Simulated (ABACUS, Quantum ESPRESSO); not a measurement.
Given: the input of a run of ABACUS 3.10.1 on Fe2O3 (Hematite). 

The input INPUT:

```
INPUT_PARAMETERS
suffix              Fe2O3
calculation         scf
basis_type          pw
pseudo_dir          ./
symmetry            1
dft_functional      pbe
ecutwfc             90
pseudo_rcut         10
nspin               2
nbands              66
ks_solver           dav
smearing_method     fd
smearing_sigma      0.00367493
scf_thr             1e-08
scf_nmax            100
mixing_type         broyden
mixing_beta         0.4
cal_force           1
cal_stress          1
kpar                4
```

Contents of STRU:

```
ATOMIC_SPECIES
Fe 55.8450 Fe.upf
O 15.9990 O.upf

LATTICE_CONSTANT
1.8897261246

LATTICE_VECTORS
2.5190000000 1.4543453281 4.5906666667
-2.5190000000 1.4543453281 4.5906666667
0.0000000000 -2.9086906562 4.5906666667

ATOMIC_POSITIONS
Direct

Fe
0.0
4
0.3553000000 0.3553000000 0.3553000000 1 1 1 mag 3
0.1447000000 0.1447000000 0.1447000000 1 1 1 mag 3
0.6447000000 0.6447000000 0.6447000000 1 1 1 mag 3
0.8553000000 0.8553000000 0.8553000000 1 1 1 mag 3

O
0.0
6
0.5559000000 0.2500000000 0.9441000000 1 1 1 mag 0
0.2500000000 0.9441000000 0.5559000000 1 1 1 mag 0
0.9441000000 0.5559000000 0.2500000000 1 1 1 mag 0
0.4441000000 0.7500000000 0.0559000000 1 1 1 mag 0
0.7500000000 0.0559000000 0.4441000000 1 1 1 mag 0
0.0559000000 0.4441000000 0.7500000000 1 1 1 mag 0
```

KPT

```
K_POINTS
0
Gamma
7 7 7 0 0 0
```

Potentials or basis: PseudoDojo NC SR 0.4.1 PBE standard, plane waves.

Run with:

```console
$ OMP_NUM_THREADS=1 mpirun -np 4 abacus > log
```

Problem. Set up the same calculation for Quantum ESPRESSO 7.5. Potentials or basis there: SSSP 1.3 efficiency PBE, cutoff 871 eV.

Solution. As run (cutoffs and basis follow the program's own potentials, and thresholds, step limits or extra output files can differ):

Contents of pw.in:

```
&CONTROL
  calculation = 'scf'
  prefix = 'pwscf'
  outdir = './tmp'
  pseudo_dir = './pseudo'
  tprnfor = .true.
  tstress = .true.
  disk_io = 'low'
/
&SYSTEM
  ibrav = 0
  nat = 10
  ntyp = 2
  ecutwfc = 64
  ecutrho = 782
  nbnd = 67
  occupations = 'smearing'
  smearing = 'fd'
  degauss = 0.00367493
  nspin = 2
  starting_magnetization(1) = 0.1875
  starting_magnetization(2) = 0
/
&ELECTRONS
  conv_thr = 2d-09
  electron_maxstep = 120
  mixing_beta = 0.3
/
ATOMIC_SPECIES
Fe    55.8450 Fe.pbe-spn-kjpaw_psl.0.2.1.UPF
O     15.9990 O.pbe-n-kjpaw_psl.0.1.UPF
CELL_PARAMETERS angstrom
   2.5190000000    1.4543453281    4.5906666667
  -2.5190000000    1.4543453281    4.5906666667
   0.0000000000   -2.9086906562    4.5906666667
ATOMIC_POSITIONS crystal
Fe     0.3553000000    0.3553000000    0.3553000000
Fe     0.1447000000    0.1447000000    0.1447000000
Fe     0.6447000000    0.6447000000    0.6447000000
Fe     0.8553000000    0.8553000000    0.8553000000
O      0.5559000000    0.2500000000    0.9441000000
O      0.2500000000    0.9441000000    0.5559000000
O      0.9441000000    0.5559000000    0.2500000000
O      0.4441000000    0.7500000000    0.0559000000
O      0.7500000000    0.0559000000    0.4441000000
O      0.0559000000    0.4441000000    0.7500000000
K_POINTS automatic
7 7 7 0 0 0
```

Contents of pp_density.in:

```
&INPUTPP
  prefix = 'pwscf'
  outdir = './tmp'
  filplot = 'density.dat'
  plot_num = 0
/
&PLOT
  nfile = 1
  filepp(1) = 'density.dat'
  iflag = 3
  output_format = 6
  fileout = 'density.cube'
/
```

Contents of pp_potential.in:

```
&INPUTPP
  prefix = 'pwscf'
  outdir = './tmp'
  filplot = 'potential.dat'
  plot_num = 11
/
&PLOT
  nfile = 1
  filepp(1) = 'potential.dat'
  iflag = 3
  output_format = 6
  fileout = 'potential.cube'
/
```

The input pp_spin.in:

```
&INPUTPP
  prefix = 'pwscf'
  outdir = './tmp'
  filplot = 'spin.dat'
  plot_num = 6
/
&PLOT
  nfile = 1
  filepp(1) = 'spin.dat'
  iflag = 3
  output_format = 6
  fileout = 'spin.cube'
/
```

Potentials or basis: SSSP 1.3 efficiency PBE.

The run is started by

```sh
$ OMP_NUM_THREADS=1 mpirun -n 2 pw.x -nk 2 -in pw.in > pw.out
$ OMP_NUM_THREADS=1 mpirun -n 1 pp.x -in pp_density.in > pp_density.out
$ OMP_NUM_THREADS=1 mpirun -n 1 pp.x -in pp_potential.in > pp_potential.out
$ OMP_NUM_THREADS=1 mpirun -n 1 pp.x -in pp_spin.in > pp_spin.out
```

Both were run:

|  | ABACUS | Quantum ESPRESSO |
| --- | --- | --- |
| Pressure | 2.0 GPa | -4.9 GPa |
| Net moment | 16.67 μB per cell | 13.96 μB per cell |
| Absolute moment | 16.67 μB per cell | 13.97 μB per cell |

The magnetic state is the one that the start led to; the real crystal's order can differ.

The two runs disagree by more than potentials and bases usually give (in gap, levels, pressure or energy); the cause wasn't traced.

Pressure is positive in compression.
